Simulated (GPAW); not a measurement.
Runs of GPAW 26.7.0 on W. The structure is cubic, space group Im-3m (No. 229). Conventional cell: a = 3.165 Å, b = 3.165 Å, c = 3.165 Å, α = 90.00°, β = 90.00°, γ = 90.00°. Around W (site symmetry m-3m) lie 8 W at 2.74 Å. 

```csv
task,level,potentials or basis,spin,U,cell,k mesh,smearing,ranks,band path,band points,optimizer,fmax,mesh quality,gap on the mesh (eV),pressure (GPa),V0 of scaled cells (Å³/atom),relaxed volume (Å³/atom),B0 (GPa)
single point,PBEsol,"PAW data sets generated in the run's folder for this functional, pw",off,-,as given,12 × 12 × 12,fermi-dirac 0.05 eV,-,-,-,-,-,not flagged,none,(b),-,-,-
equation of state,BP86,"PAW data sets generated in the run's folder for this functional, pw",off,-,as given,12 × 12 × 12,fermi-dirac 0.05 eV,-,-,-,-,-,not flagged,-,-,16.14,-,(c)
single point,PBE,"GPAW PAW data sets (gpaw-data 1.2.1), pw",off,-,as given,12 × 12 × 12,gaussian 0.024 eV,-,-,-,-,-,not flagged,none,5.8,-,-,-
single point,PBE,"GPAW PAW data sets (gpaw-data 1.2.1), pw",off,-,as given,12 × 12 × 12,gaussian 0.02 eV,-,-,-,-,-,not flagged,none,5.8,-,-,-
band structure,LDA,"the program's PAW data sets (release 1.2.1) made for this functional, pw",off,-,as given,12 × 12 × 12,fermi-dirac 0.05 eV,-,"GHNGPH,PN",60,-,-,not flagged,-,-9.9,-,-,-
relaxation of cell and atoms,PBEsol+D3(BJ),"PAW data sets generated in the run's folder for this functional, pw",off,-,relaxed,12 × 12 × 12,fermi-dirac 0.05 eV,-,-,-,BFGS,0.02 eV/Å,not flagged,none,-0.1,-,15.31,-
band structure,LDA,"the program's PAW data sets (release 1.2.1) made for this functional, other valence, pw",off,-,as given,12 × 12 × 12,fermi-dirac 0.05 eV,-,"GHNGPH,PN",80,-,-,not flagged,-,-1.1,-,-,-
relaxation of cell and atoms,revPBE,"the program's PAW data sets (release 1.2.1) made for this functional, pw",off,-,relaxed,12 × 12 × 12,fermi-dirac 0.05 eV,-,-,-,BFGS,0.02 eV/Å,not flagged,none,-0.1,-,16.30,-
relaxation of cell and atoms,PBEsol+D3(BJ)+ATM,"PAW data sets generated in the run's folder for this functional, pw",off,-,relaxed,12 × 12 × 12,fermi-dirac 0.05 eV,-,-,-,BFGS,0.02 eV/Å,not flagged,none,-0.1,-,(a),-
equation of state,PBE,"GPAW PAW data sets (gpaw-data 1.2.1), pw",off,-,as given,10 × 10 × 10,fermi-dirac 0.05 eV,-,-,-,-,-,not flagged,-,-,16.13,-,307
band structure,PBE+U,"GPAW PAW data sets (gpaw-data 1.2.1), pw",off,W d U = 7 eV,as given,12 × 12 × 12,fermi-dirac 0.05 eV,-,"GHNGPH,PN",80,-,-,not flagged,-,22.6,-,-,-
```

Alike in all rows: cutoff (eV) 600.

Task: Fill in the values left out.

Result: (a) 15.39; (b) -3.3; (c) 296.

Caveats: later steps reuse the first step's grids (some runs); pairwise dispersion overbinds metals, which lowers pressure and volume (some runs); U without spin polarisation on a metal has little footing (some runs); the U is typed as a test and isn't derived for this compound (some runs).

A k mesh can miss the band edges, and the runs leave out spin-orbit coupling on W.

A gap of «none» marks a metal or a gap under the smearing width.

Not every run made on this cell is shown here.
